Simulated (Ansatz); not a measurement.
# AlNi in Ansatz: the effect of functional

AlNi:

```
Ni Al
1.0
     2.93750    0.00000    0.00000
     0.00000    2.93750    0.00000
     0.00000    0.00000    2.93750
Ni Al
1 1
Direct
  0.50000 0.50000 0.50000
  0.00000 0.00000 0.00000
```

The cell isn't the ideal one: volume scaled by 1.06.

Alike in all runs:

```yaml
Program: Ansatz 0.2.0
Task: single point
Potentials_or_basis: Ansatz PAW
k_mesh: 9 × 9 × 9
Occupations: fermi-dirac, width 0.05 eV
Spin: collinear spin, ferromagnetic start
Starting_moments: "[1.0, 0.0] μB"
```

```tsv
functional	cutoff	pressure (GPa)
LDA	420 eV (not typed: the program's choice for these potentials)	-16.1
r2SCAN	500 eV (not typed: the program's choice for these potentials)	-11.6
PBE	420 eV (not typed: the program's choice for these potentials)	?
```

Q: What does the run with functional PBE give?

A: Pressure -6.7 GPa.

Caveats: the starting moments weren't kept; the PAW data sets come from PBE, with cores solved anew for the run's functional, which leaves a small shift of forces and pressure (some runs); the magnetic or orbital state may not be the lowest (some runs).
